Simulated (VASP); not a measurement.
# Zn2Ga2O3 (P-3m1) in VASP: further runs

One crystal, Zn2Ga2O3, is run at these levels: PBE; tasks: equation of state.

Program: VASP 6.6.1. These are calculated values, not measurements. Logs are shortened: lines on timing, memory, paths and dates and some standing lists are left out, and cuts for length are marked.

### Step 1. Starting point

Symmetry: P-3m1, No. 164, trigonal system. The conventional cell has a = 2.980 Å, b = 2.980 Å, c = 13.776 Å, α = 90.00°, β = 90.00°, γ = 120.00°. Around Zn (site symmetry 3m) lie 9 Zn at 2.89 to 2.98 Å. Ga (site symmetry 3m) is surrounded by 3 O at 1.89 Å. O (site symmetry 3m) is surrounded by 3 Ga at 1.89 Å. O (site symmetry -3m) has 6 Ga at 2.23 Å as nearest neighbours.

The cell was built by a generator and needn't be a form met in nature.

### Step 2. Equation of state, PBE, 15.14 Å³/atom

INCAR reads:

```
PREC     = Accurate       # precision mode
ENCUT    = 520            # plane-wave cutoff, eV
EDIFF    = 1E-6           # SCF threshold, eV
ISMEAR   = 0              # smearing method
SIGMA    = 0.1            # smearing width, eV
LREAL    = False          # projectors in reciprocal space
LASPH    = True           # aspherical terms in the spheres
NELM     = 100            # most SCF steps
ALGO     = Normal         # electronic algorithm
ISIF     = 4              # what is computed and relaxed
LWAVE    = False          # write WAVECAR
LCHARG   = False          # write CHGCAR
GGA      = PE             # functional
IBRION   = 2              # ionic algorithm
NSW      = 30             # ionic steps
EDIFFG   = -0.02          # ionic threshold
KPAR     = 4
```

KPOINTS reads:

```
regular mesh
0
Gamma
  12 12 2
```

POSCAR reads:

```
Zn2Ga2O3
1.0
    2.9800520000      0.0000000000      0.0000000000
   -1.4900260000      2.5808000000      0.0000000000
    0.0000000000      0.0000000000     13.7759400000
Zn Ga O
2 2 3
Direct
    0.3333330000      0.6666670000      0.4157070000
    0.6666670000      0.3333330000      0.5842930000
    0.3333330000      0.6666670000      0.1034280000
    0.6666670000      0.3333330000      0.8965720000
    0.6666670000      0.3333330000      0.1603190000
    0.3333330000      0.6666670000      0.8396810000
    0.0000000000      0.0000000000      0.0000000000
```

Potentials or basis: VASP PAW PBE potentials, release 64 (Zn, Ga_d, O).

The run is started by

```console
$ cat potpaw_PBE.64/Zn/POTCAR potpaw_PBE.64/Ga_d/POTCAR potpaw_PBE.64/O/POTCAR > POTCAR
$ mpirun -np 4 vasp_std > vasp.out
```

OUTCAR:

```text
PREC = Accurate
   ENCUT = 520
   EDIFF = 1E-6
   ISMEAR = 0
   LREAL = False
   LASPH = True
   NELM = 100
   ISIF = 4
   GGA = PE
   IBRION = 2
   NSW = 30
   EDIFFG = -0.02

 ion  position               nearest neighbor table
   1  0.333  0.667  0.416-   2 2.89   2 2.89   2 2.89
   2  0.667  0.333  0.584-   1 2.89   1 2.89   1 2.89
   3  0.333  0.667  0.103-   5 1.89   5 1.89   5 1.89   7 2.23   7 2.23   7 2.23
   4  0.667  0.333  0.897-   6 1.89   6 1.89   6 1.89   7 2.23   7 2.23   7 2.23
   5  0.667  0.333  0.160-   3 1.89   3 1.89   3 1.89
   6  0.333  0.667  0.840-   4 1.89   4 1.89   4 1.89
   7  0.000  0.000  0.000-   3 2.23   4 2.23   3 2.23   4 2.23   4 2.23   3 2.23

  LATTYP: Found a hexagonal cell.
 ALAT       =     2.9800520000
 C/A-ratio  =     4.6227179928

  Lattice vectors:

 A1 = (   2.9800520000,   0.0000000000,   0.0000000000)
 A2 = (  -1.4900260000,   2.5808000000,   0.0000000000)
 A3 = (   0.0000000000,   0.0000000000,  13.7759400000)

Analysis of symmetry for initial positions (statically):
=====================================================================
 Subroutine PRICEL returns:
 Original cell was already a primitive cell.

 Routine SETGRP: Setting up the symmetry group for a
 hexagonal supercell.

 Subroutine GETGRP returns: Found 12 space group operations
 (whereof 12 operations were pure point group operations)
 out of a pool of 24 trial point group operations.

The static configuration has the point symmetry D_3d.

Analysis of symmetry for dynamics (positions and initial velocities):
=====================================================================
 Subroutine PRICEL returns:
 Original cell was already a primitive cell.

 Routine SETGRP: Setting up the symmetry group for a
 hexagonal supercell.

 Subroutine GETGRP returns: Found 12 space group operations
 (whereof 12 operations were pure point group operations)
 out of a pool of 24 trial point group operations.

The dynamic configuration has the point symmetry D_3d.

 Subroutine INISYM returns: Found 12 space group operations
 (whereof 12 operations are pure point group operations),
 and found     1 'primitive' translations

----------------------------------------------------------------------------------------

                                     Primitive cell

  volume of cell :     105.9496

  direct lattice vectors                    reciprocal lattice vectors
     2.980052000  0.000000000  0.000000000     0.335564614  0.193738376  0.000000000
    -1.490026000  2.580800000  0.000000000     0.000000000  0.387476751  0.000000000
     0.000000000  0.000000000 13.775940000     0.000000000  0.000000000  0.072590328

  length of vectors
     2.980052000  2.980051362 13.775940000     0.387476668  0.387476751  0.072590328

  position of ions in fractional coordinates (direct lattice)
     0.333333000  0.666667000  0.415707000
     0.666667000  0.333333000  0.584293000
     0.333333000  0.666667000  0.103428000
     0.666667000  0.333333000  0.896572000
     0.666667000  0.333333000  0.160319000
     0.333333000  0.666667000  0.839681000
     0.000000000  0.000000000  0.000000000

  ion indices of the primitive-cell ions
   primitive index   ion index
                 1           1
                 2           2
                 3           3
                 4           4
                 5           5
                 6           6
                 7           7

----------------------------------------------------------------------------------------

 KPOINTS: regular mesh

Automatic generation of k-mesh.
 Grid dimensions read from file:
 generate k-points for:   12   12    2

 Generating k-lattice:

  Cartesian coordinates                     Fractional coordinates (reciprocal lattice)
     0.027963718  0.016144865  0.000000000     0.083333333 -0.000000000  0.000000000
     0.000000000  0.032289729  0.000000000     0.000000000  0.083333333  0.000000000
     0.000000000  0.000000000  0.036295164     0.000000000  0.000000000  0.500000000

  Length of vectors
     0.032289722  0.032289729  0.036295164

  Shift w.r.t. Gamma in fractional coordinates (k-lattice)
     0.000000000  0.000000000  0.000000000

 Subroutine IBZKPT returns following result:
 ===========================================

 Found     38 irreducible k-points:

 Following reciprocal coordinates:
            Coordinates               Weight
  0.000000  0.000000  0.000000      1.000000
  0.083333  0.000000  0.000000      6.000000
  0.166667  0.000000  0.000000      6.000000
  0.250000 -0.000000  0.000000      6.000000
  0.333333  0.000000  0.000000      6.000000
  0.416667  0.000000  0.000000      6.000000
[... 16 lines left out ...]
  0.250000 -0.000000  0.500000      6.000000
  0.333333  0.000000  0.500000      6.000000
 [... further k-points ...]
   k-points           NKPTS =     38   k-points in BZ     NKDIM =     38   number of bands    NBANDS=     40
   number of dos      NEDOS =    301   number of ions     NIONS =      7
   total plane-waves  NPLWV =  62208
   dimension x,y,z NGX =    24 NGY =   24 NGZ =  108
   dimension x,y,z NGXF=    48 NGYF=   48 NGZF=  216
   ions per type =               2   2   3
   NGX,Y,Z   is equivalent  to a cutoff of  13.39, 13.39, 13.03 a.u.
   NGXF,Y,Z  is equivalent  to a cutoff of  26.78, 26.78, 26.07 a.u.
 SYSTEM =  unknown system
   PREC   = accura    normal or accurate (medium, high low for compatibility)
   ISTART =      0    job   : 0-new  1-cont  2-samecut
   ICHARG =      2    charge: 1-file 2-atom 10-const
   ISPIN  =      1    spin polarized calculation?
   LNONCOLLINEAR =      F non collinear calculations
   LSORBIT =      F    spin-orbit coupling
   LASPH  =      T    aspherical Exc in radial PAW
   ENCUT  =  520.0 eV  38.22 Ry    6.18 a.u.   5.54  5.54 25.61*2*pi/ulx,y,z
   NELM   =    100;   NELMIN=  2; NELMDL= -5     # of ELM steps
   EDIFF  = 0.1E-05   stopping-criterion for ELM
   LREAL  =      F    real-space projection
   EDIFFG = -.2E-01   stopping-criterion for IOM
   NSW    =     30    number of steps for IOM
   IBRION =      2    ionic relax: 0-MD 1-quasi-New 2-CG
   NFREE  =      1    steps in history (QN), initial steepest desc. (CG)
   ISIF   =      4    stress and relaxation
   ISYM   =      2    0-nonsym 1-usesym 2-fastsym
   POTIM  = 0.5000    time-step for ionic-motion
   TEBEG  =    0.0;   TEEND  =   0.0 temperature during run
   PSTRESS=    0.0 pullay stress
   NELECT =      68.0000    total number of electrons
   NUPDOWN=      -1.0000    fix difference up-down
   EMIN   =  10.00;   EMAX   =-10.00  energy-range for DOS
   EFERMI =   0.00;   METHOD = LEGACY
   ISMEAR =     0;   SIGMA  =   0.10  broadening in eV -4-tet -1-fermi 0-gaus
   EFERMI_NEDOS =   21; number of points for ismear=-14 and -15
   IALGO  =     38    algorithm
   IMIX   =      4    mixing-type and parameters
     AMIX     =   0.40;   BMIX     =  1.00
     AMIX_MAG =   1.60;   BMIX_MAG =  1.00
  volume/ion in A,a.u.               =      15.14       102.14
  Fermi-wavevector in a.u.,A,eV,Ry     =   1.412141  2.668559 27.131943  1.994142
  Thomas-Fermi vector in A             =   2.533920
   LORBIT       =      0    0 simple, 1 ext, 2 COOP (PROOUT), +10 PAW based schemes
   GGA     = PE    functional components
   LHFCALC =     F    Hartree Fock is set to
   AEXX    =    0.0000 exact exchange contribution
   IVDW    =     0    specifies the selected vdW correction
   LEPSILON=     F    determine dielectric tensor
   LRPA    =     F    only Hartree local field effects (RPA)
 conjugate gradient relaxation of ions
 non-spin polarized calculation
 Gauss-broadening in eV      SIGMA  =   0.10
  energy-cutoff  :      520.00
  volume of cell :      105.95
 maximum number of plane-waves:      2908
 NGX is ok and might be reduce to    24
   NGX = 11   NGY = 11   NGZ = 51

 number of electron      67.9999994 magnetization

 Free energy of the ion-electron system (eV)
  ---------------------------------------------------
  ext. energy  EPLUGINS =         0.00000000
  ---------------------------------------------------
  free energy    TOTEN  =       -30.47090244 eV

  energy without entropy =      -30.46871416  energy(sigma->0) =      -30.46980830

 E-fermi :   3.4839     XC(G=0): -10.0551

 val. band max:        3.4579509907   @ k =   0.0833   0.0000   0.5000
 cond. band min:       3.6315528034   @ k =   0.1667   0.0000   0.0000
 fundamental gap:      0.1736018127
 Fermi energy:         3.4838814815

 k-point     1 :       0.0000    0.0000    0.0000
  band No.  band energies     occupation
      1     -18.4948      2.00000
      2     -17.8281      2.00000
      3     -16.5960      2.00000
      4     -12.6785      2.00000
      5     -12.6785      2.00000
      6     -12.6357      2.00000
[... 32 lines left out ...]
     39       8.6736      0.00000
     40      11.3402      0.00000

 k-point     2 :       0.0833    0.0000    0.0000
  band No.  band energies     occupation
      1     -18.4166      2.00000
      2     -17.7800      2.00000
      3     -16.6018      2.00000
      4     -12.6608      2.00000
      5     -12.6534      2.00000
      6     -12.6409      2.00000
[... 32 lines left out ...]
     39       8.7334      0.00000
     40      10.9625      0.00000

 k-point     3 :       0.1667    0.0000    0.0000
  band No.  band energies     occupation
      1     -18.1942      2.00000
      2     -17.6486      2.00000
      3     -16.6170      2.00000
      4     -12.6359      2.00000
      5     -12.6155      2.00000
      6     -12.5956      2.00000
[... 853 lines left out ...]
  band No.  band energies     occupation
      1     -17.8683      2.00000
      2     -17.4713      2.00000
      3     -16.6358      2.00000
      4     -12.6031      2.00000
      5     -12.5677      2.00000
      6     -12.5394      2.00000
[... 32 lines left out ...]
     39       8.9055      0.00000
     40       9.5365      0.00000

 k-point    24 :       0.3333    0.0000    0.5000
  band No.  band energies     occupation
      1     -17.5144      2.00000
      2     -17.2984      2.00000
      3     -16.6470      2.00000
      4     -12.5816      2.00000
      5     -12.5469      2.00000
      6     -12.5195      2.00000
[... 32 lines left out ...]
     39       8.7439      0.00000
     40       9.1707      0.00000

 [... further k-points ...]

------------------------ aborting loop because EDIFF is reached ----------------------------------------

  FORCE on cell =-STRESS in cart. coord.  units (eV):
  Direction    XX          YY          ZZ          XY          YZ          ZX
  --------------------------------------------------------------------------------------
  -------------------------------------------------------------------------------------
  Total       -0.0074316     -0.0074316      0.0295143      0.0000000      0.0000000      0.0000000
  in kB       -0.1123811     -0.1123811      0.4463179      0.0000000      0.0000000      0.0000000
  external PRESSURE =       0.0738519 kB  Pullay stress =       0.0000000 kB

 VOLUME and BASIS-vectors are now :
 -----------------------------------------------------------------------------
  energy-cutoff  :      520.00
  volume of cell :      105.95
      direct lattice vectors                 reciprocal lattice vectors
     2.980052000  0.000000000  0.000000000     0.335564614  0.193738376  0.000000000
    -1.490026000  2.580800000  0.000000000     0.000000000  0.387476751  0.000000000
     0.000000000  0.000000000 13.775940000     0.000000000  0.000000000  0.072590328

 POSITION                                       TOTAL-FORCE (eV/Angst)
 -----------------------------------------------------------------------------------
     -0.00000      1.72053      5.72675         0.000000     -0.000000      0.000191
      1.49003      0.86027      8.04919        -0.000000      0.000000     -0.000191
     -0.00000      1.72053      1.42482         0.000000     -0.000000     -0.007062
      1.49003      0.86027     12.35112         0.000000      0.000000      0.007062
      1.49003      0.86027      2.20854        -0.000000      0.000000      0.003218
     -0.00000      1.72053     11.56740        -0.000000     -0.000000     -0.003218
      0.00000      0.00000      0.00000         0.000000      0.000000      0.000000
 -----------------------------------------------------------------------------------
    total drift:                                0.000000     -0.000000      0.000000

  FREE ENERGIE OF THE ION-ELECTRON SYSTEM (eV)
  ---------------------------------------------------
  free  energy   TOTEN  =       -30.4709024400 eV

  energy  without entropy=      -30.4687141621  energy(sigma->0) =      -30.46980830

 reached required accuracy - stopping structural energy minimisation
```

It took 24 s on 4 MPI ranks of Intel Xeon 6975P-C (Granite Rapids), shared host; peak memory 0.32 GiB.

Results:

* Free energy: -30.4709 eV
* Pressure: 0.0 GPa
* Largest force: 0.007 eV/Å
* Band gap on the k mesh: none (metal or under the smearing width)

### Step 3. Equation of state, PBE, 14.68 Å³/atom (volume scaled by 0.97)

INCAR is that of step 2.

KPOINTS is that of step 2.

Changes to POSCAR since step 2:

```diff
@@ -2,5 +2,5 @@
 1.0
-    2.9800520000      0.0000000000      0.0000000000
-   -1.4900260000      2.5808000000      0.0000000000
-    0.0000000000      0.0000000000     13.7759400000
+    2.9499484065      0.0000000000      0.0000000000
+   -1.4749742032      2.5547295307      0.0000000000
+    0.0000000000      0.0000000000     13.6367795766
 Zn Ga O
```

Potentials or basis: VASP PAW PBE potentials, release 64 (Zn, Ga_d, O).

The run is started by

```console
$ cat potpaw_PBE.64/Zn/POTCAR potpaw_PBE.64/Ga_d/POTCAR potpaw_PBE.64/O/POTCAR > POTCAR
$ mpirun -np 4 vasp_std > vasp.out
```

Wall time 2.1 min (4 MPI ranks of Intel Xeon 6975P-C (Granite Rapids), shared host); peak memory 0.34 GiB.

It converged, with:

```
Free energy            : -30.4632 eV
Pressure               : 0.6 GPa
Largest force          : 0.010 eV/Å
Band gap on the k mesh : none (metal or under the smearing width)
```

### Step 4. Equation of state, PBE, 15.59 Å³/atom (volume scaled by 1.03)

INCAR is that of step 3.

KPOINTS is that of step 3.

Changes to POSCAR since step 3:

```diff
@@ -2,5 +2,5 @@
 1.0
-    2.9499484065      0.0000000000      0.0000000000
-   -1.4749742032      2.5547295307      0.0000000000
-    0.0000000000      0.0000000000     13.6367795766
+    3.0095593844      0.0000000000      0.0000000000
+   -1.5047796922      2.6063541372      0.0000000000
+    0.0000000000      0.0000000000     13.9123443166
 Zn Ga O
```

The run is started by

```console
$ cat potpaw_PBE.64/Zn/POTCAR potpaw_PBE.64/Ga_d/POTCAR potpaw_PBE.64/O/POTCAR > POTCAR
$ mpirun -np 4 vasp_std > vasp.out
```

Run time: 2.6 min. Hardware: 4 MPI ranks of Intel Xeon 6975P-C (Granite Rapids), shared host; peak memory 0.33 GiB.

Results (log left out):

```yaml
Free_energy: -30.4710 eV
Pressure: -0.3 GPa
Largest_force: 0.011 eV/Å
Band_gap_on_the_k_mesh: none (metal or under the smearing width)
```

### Step 5. Equation of state, PBE, 14.23 Å³/atom (volume scaled by 0.94)

INCAR is that of step 4.

KPOINTS is that of step 4.

Changes to POSCAR since step 4:

```diff
@@ -2,5 +2,5 @@
 1.0
-    3.0095593844      0.0000000000      0.0000000000
-   -1.5047796922      2.6063541372      0.0000000000
-    0.0000000000      0.0000000000     13.9123443166
+    2.9192175425      0.0000000000      0.0000000000
+   -1.4596087712      2.5281158294      0.0000000000
+    0.0000000000      0.0000000000     13.4947194585
 Zn Ga O
```

The run is started by

```console
$ cat potpaw_PBE.64/Zn/POTCAR potpaw_PBE.64/Ga_d/POTCAR potpaw_PBE.64/O/POTCAR > POTCAR
$ mpirun -np 4 vasp_std > vasp.out
```

Wall time 2.3 min (4 MPI ranks of Intel Xeon 6975P-C (Granite Rapids), shared host); peak memory 0.32 GiB.

Results (log left out):

```yaml
Free_energy: -30.4431 eV
Pressure: 1.2 GPa
Largest_force: 0.011 eV/Å
Band_gap_on_the_k_mesh: none (metal or under the smearing width)
```

### Step 6. Equation of state, PBE, 16.04 Å³/atom (volume scaled by 1.06)

INCAR is that of step 5.

KPOINTS is that of step 5.

Changes to POSCAR since step 5:

```diff
@@ -2,5 +2,5 @@
 1.0
-    2.9192175425      0.0000000000      0.0000000000
-   -1.4596087712      2.5281158294      0.0000000000
-    0.0000000000      0.0000000000     13.4947194585
+    3.0384992307      0.0000000000      0.0000000000
+   -1.5192496153      2.6314167721      0.0000000000
+    0.0000000000      0.0000000000     14.0461250649
 Zn Ga O
```

Potentials or basis: VASP PAW PBE potentials, release 64 (Zn, Ga_d, O).

The run is started by

```console
$ cat potpaw_PBE.64/Zn/POTCAR potpaw_PBE.64/Ga_d/POTCAR potpaw_PBE.64/O/POTCAR > POTCAR
$ mpirun -np 4 vasp_std > vasp.out
```

Run time: 2.9 min. Hardware: 4 MPI ranks of Intel Xeon 6975P-C (Granite Rapids), shared host; peak memory 0.34 GiB.

Results (log left out):

```
Free energy            : -30.4674 eV
Pressure               : -0.5 GPa
Largest force          : 0.016 eV/Å
Band gap on the k mesh : none (metal or under the smearing width)
```

### Step 7. Equation of state, PBE, 13.77 Å³/atom (volume scaled by 0.91)

INCAR is that of step 6.

KPOINTS is that of step 6.

Changes to POSCAR since step 6:

```diff
@@ -2,5 +2,5 @@
 1.0
-    3.0384992307      0.0000000000      0.0000000000
-   -1.5192496153      2.6314167721      0.0000000000
-    0.0000000000      0.0000000000     14.0461250649
+    2.8878256736      0.0000000000      0.0000000000
+   -1.4439128368      2.5009296812      0.0000000000
+    0.0000000000      0.0000000000     13.3496037014
 Zn Ga O
```

The run is started by

```console
$ cat potpaw_PBE.64/Zn/POTCAR potpaw_PBE.64/Ga_d/POTCAR potpaw_PBE.64/O/POTCAR > POTCAR
$ mpirun -np 4 vasp_std > vasp.out
```

Run time: 2.6 min. Hardware: 4 MPI ranks of Intel Xeon 6975P-C (Granite Rapids), shared host; peak memory 0.31 GiB.

It converged, with:

```yaml
Free_energy: -30.4032 eV
Pressure: 2.5 GPa
Largest_force: 0.012 eV/Å
Band_gap_on_the_k_mesh: none (metal or under the smearing width)
```

### Step 8. Equation of state, PBE, 16.50 Å³/atom (volume scaled by 1.09)

INCAR is that of step 7.

KPOINTS is that of step 7.

Changes to POSCAR since step 7:

```diff
@@ -2,5 +2,5 @@
 1.0
-    2.8878256736      0.0000000000      0.0000000000
-   -1.4439128368      2.5009296812      0.0000000000
-    0.0000000000      0.0000000000     13.3496037014
+    3.0668980658      0.0000000000      0.0000000000
+   -1.5334490329      2.6560108777      0.0000000000
+    0.0000000000      0.0000000000     14.1774048709
 Zn Ga O
```

The run is started by

```console
$ cat potpaw_PBE.64/Zn/POTCAR potpaw_PBE.64/Ga_d/POTCAR potpaw_PBE.64/O/POTCAR > POTCAR
$ mpirun -np 4 vasp_std > vasp.out
```

Wall time 3.8 min (4 MPI ranks of Intel Xeon 6975P-C (Granite Rapids), shared host); peak memory 0.34 GiB.

Results (log left out):

| Item | Value |
| --- | --- |
| Free energy | -30.4618 eV |
| Pressure | -0.6 GPa |
| Largest force | 0.015 eV/Å |
| Band gap on the k mesh | none (metal or under the smearing width) |
